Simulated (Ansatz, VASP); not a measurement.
## Two plane-wave programs on Ag

```xyz
1
Lattice="0.0000 2.0427 2.0427 2.0427 0.0000 2.0427 2.0427 2.0427 0.0000" Properties=species:S:1:pos:R:3 pbc="T T T"
Ag    0.0000    0.0000    0.0000
```

Alike in both runs: task band structure; functional PBE; k mesh 11 × 11 × 11; occupations fermi-dirac, width 0.05 eV; no spin polarisation.

|  | VASP | Ansatz |
| --- | --- | --- |
| version | VASP 6.6.1 | Ansatz 0.2.0 |
| potentials or method | VASP PAW PBE potentials, release 64 (Ag_sv_GW) | Ansatz PAW |
| plane-wave cutoff (eV) | 600 | 420 |
| valence electrons in the cell | 19 | 19 |

```tsv
	VASP	Ansatz	Ansatz less VASP
gap on the k mesh at the Fermi level (eV)	none	none	-
pressure (GPa)	3.5	4.4	+0.92
```

A gap of «none» marks a metal or a gap that the smearing closes. The functional is the same, so the differences come from potentials, cutoffs and numerics.
